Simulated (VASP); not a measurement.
# Sr in VASP: a series of runs, part 2 of 2

VASP 6.6.1.

**3. Work function, PBEsol**

This run uses another cell than the first one, of 93.90 Å³/atom, 0.911 times its volume.

The input, INCAR:

```
ALGO = Normal ; DIPOL = 0.5 0.5 0.500
EDIFF = 1E-6 ; ENCUT = 520
GGA = PS ; IDIPOL = 3
ISIF = 2 ; ISMEAR = 1
LASPH = T ; LCHARG = F
LDIPOL = T ; LREAL = F
LVACPOTAV = T ; LVHAR = T
LWAVE = F ; NELM = 60
PREC = Accurate ; SIGMA = 0.1
```

The input, KPOINTS:

```
k-points
0
Gamma
  4 4 1
```

The input, POSCAR:

```
Sr
1.0
    4.2992092300      0.0000000000      0.0000000000
    2.1496046150      3.7232244090      0.0000000000
    0.0000000000      0.0000000000     41.0617378232
Sr
7
Direct
    0.0000000000      0.0000000000      0.2435357228
    0.3333333333      0.3333333333      0.3290238152
   -0.3333333333      0.6666666667      0.4145119076
    0.0000000000      0.0000000000      0.5000000000
    0.3333333333      0.3333333333      0.5854880924
   -0.3333333333      0.6666666667      0.6709761848
    0.0000000000      0.0000000000      0.7564642772
```

Potentials or basis: VASP PAW PBE potentials, release 64 (Sr_sv).

On the command line:

```bash
$ cat potpaw_PBE.64/Sr_sv/POTCAR > POTCAR
$ mpirun -np 1 vasp_std > vasp.out
```

OUTCAR:

```text
EDIFF = 1E-6
   ENCUT = 520
   GGA = PS
   ISIF = 2
   ISMEAR = 1
   LASPH = T
   LREAL = F
   NELM = 60
   PREC = Accurate

 ion  position               nearest neighbor table
   1  0.000  0.000  0.244-   2 4.30   2 4.30   2 4.30
   2  0.333  0.333  0.329-   3 4.30   3 4.30   1 4.30   1 4.30   1 4.30   3 4.30
   3  0.667  0.667  0.415-   2 4.30   2 4.30   4 4.30   4 4.30   4 4.30   2 4.30
   4  0.000  0.000  0.500-   3 4.30   5 4.30   3 4.30   5 4.30   3 4.30   5 4.30
   5  0.333  0.333  0.585-   6 4.30   4 4.30   6 4.30   4 4.30   4 4.30   6 4.30
   6  0.667  0.667  0.671-   5 4.30   5 4.30   7 4.30   7 4.30   7 4.30   5 4.30
   7  0.000  0.000  0.756-   6 4.30   6 4.30   6 4.30

  LATTYP: Found a hexagonal cell.
 ALAT       =     4.2992092297
 C/A-ratio  =     9.5509977834

  Lattice vectors:

 A1 = (  -2.1496046150,  -3.7232244090,   0.0000000000)
 A2 = (   4.2992092300,   0.0000000000,   0.0000000000)
 A3 = (   0.0000000000,   0.0000000000,  41.0617378232)

Analysis of symmetry for initial positions (statically):
=====================================================================
 Subroutine PRICEL returns:
 Original cell was already a primitive cell.

 Routine SETGRP: Setting up the symmetry group for a
 hexagonal supercell.

 Subroutine GETGRP returns: Found 12 space group operations
 (whereof 12 operations were pure point group operations)
 out of a pool of 24 trial point group operations.

The static configuration has the point symmetry D_3d.

Analysis of symmetry for dynamics (positions and initial velocities):
=====================================================================
 Subroutine PRICEL returns:
 Original cell was already a primitive cell.

 Routine SETGRP: Setting up the symmetry group for a
 hexagonal supercell.

 Subroutine GETGRP returns: Found 12 space group operations
 (whereof 12 operations were pure point group operations)
 out of a pool of 24 trial point group operations.
[... 118 lines left out ...]
   IVDW    =     0    specifies the selected vdW correction
   LEPSILON=     F    determine dielectric tensor
   LRPA    =     F    only Hartree local field effects (RPA)
 non-spin polarized calculation
 Methfessel and Paxton  Order N= 1 SIGMA  =   0.10
  energy-cutoff  :      520.00
  volume of cell :      657.27
 maximum number of plane-waves:     17742
 NGX is ok and might be reduce to    32
   NGX = 15   NGY = 15   NGZ =153

 dipolmoment           0.000000      0.000000      0.000000 electrons x Angstroem

 number of electron      70.0000000 magnetization

 dipolmoment           0.000000      0.000000     -0.000000 electrons x Angstroem

 Free energy of the ion-electron system (eV)
  ---------------------------------------------------
  ext. energy  EPLUGINS =         0.00000000
  ---------------------------------------------------
  free energy    TOTEN  =       -12.14207674 eV

  energy without entropy =      -12.13792220  energy(sigma->0) =      -12.14069189

 E-fermi :  -0.0966     XC(G=0):  -4.8104

 val. band max:       -0.0970878607   @ k =   0.5000   0.0000   0.0000
 cond. band min:      -0.0792416091   @ k =   0.5000   0.0000   0.0000
 fundamental gap:      0.0178462516
 Fermi energy:        -0.0966420432

 k-point     1 :       0.0000    0.0000    0.0000
  band No.  band energies     occupation
      1     -37.1988      2.00000
      2     -37.1988      2.00000
      3     -36.8149      2.00000
      4     -36.8149      2.00000
      5     -36.7198      2.00000
      6     -36.7192      2.00000
[... 169 lines left out ...]
     41       0.3943     -0.00000
     42       0.4222     -0.00000

------------------------ aborting loop because EDIFF is reached ----------------------------------------

  FORCE on cell =-STRESS in cart. coord.  units (eV):
  Direction    XX          YY          ZZ          XY          YZ          ZX
  --------------------------------------------------------------------------------------
  -------------------------------------------------------------------------------------
  Total       -2.2064299     -2.2064299     -0.8296093      0.0000000      0.0000000      0.0000000
  in kB       -5.3784309     -5.3784309     -2.0222697      0.0000000      0.0000000      0.0000000
  external PRESSURE =      -4.2597105 kB  Pullay stress =       0.0000000 kB

 VOLUME and BASIS-vectors are now :
 -----------------------------------------------------------------------------
  energy-cutoff  :      520.00
  volume of cell :      657.27
      direct lattice vectors                 reciprocal lattice vectors
     4.299209230  0.000000000  0.000000000     0.232600915 -0.134292201  0.000000000
     2.149604615  3.723224409  0.000000000     0.000000000  0.268584402  0.000000000
     0.000000000  0.000000000 41.061737823     0.000000000  0.000000000  0.024353572

 POSITION                                       TOTAL-FORCE (eV/Angst)
 -----------------------------------------------------------------------------------
      0.00000      0.00000     10.00000         0.000000      0.000000      0.045103
      2.14960      1.24107     13.51029         0.000000     -0.000000     -0.017043
      4.29921      2.48215     17.02058         0.000000      0.000000      0.015259
      0.00000      0.00000     20.53087         0.000000      0.000000      0.000000
      2.14960      1.24107     24.04116         0.000000     -0.000000     -0.015259
      4.29921      2.48215     27.55145        -0.000000      0.000000      0.017043
      0.00000      0.00000     31.06174         0.000000      0.000000     -0.045103
 -----------------------------------------------------------------------------------
    total drift:                               -0.000000      0.000000     -0.000000

  FREE ENERGIE OF THE ION-ELECTRON SYSTEM (eV)
  ---------------------------------------------------
  free  energy   TOTEN  =       -12.1420767373 eV

  energy  without entropy=      -12.1379221984  energy(sigma->0) =      -12.14069189

 vacuum level on the upper side and lower side of the slab         2.573         2.573
```

stdout:

```text
POSCAR found type information on POSCAR Sr
 POSCAR found :  1 types and       7 ions
 scaLAPACK will be used
 -----------------------------------------------------------------------------
|                                                                             |
[... 23 lines left out ...]
|     field-free region was found. Please increase the size of  your cell     |
|     in the dimension of the dipole correction to obtain accurate            |
|     workfunction values.                                                    |
|                                                                             |
 -----------------------------------------------------------------------------
```

It took 5 min on 1 thread of AMD EPYC 9R45 (Zen 5), shared host; peak memory 0.65 GiB.

What came out:

```
Free energy                     : -12.1421 eV
Largest force                   : 0.045 eV/Å
Band gap on the k mesh          : none (metal or under the smearing width)
Work function of the upper face : 2.67 eV
Work function of the lower face : 2.67 eV
```

Forces in eV/Å, atoms in the order of the input:
```
Sr   0.000  0.000  0.045
Sr   0.000  0.000 -0.017
Sr   0.000  0.000  0.015
Sr   0.000  0.000  0.000
Sr   0.000  0.000 -0.015
Sr   0.000  0.000  0.017
Sr   0.000  0.000 -0.045
```

Caveat: the k mesh is coarse (spacing up to 0.42 Å⁻¹), so the values aren't converged; the PAW data sets were made with another functional, which shifts forces and pressure a little.
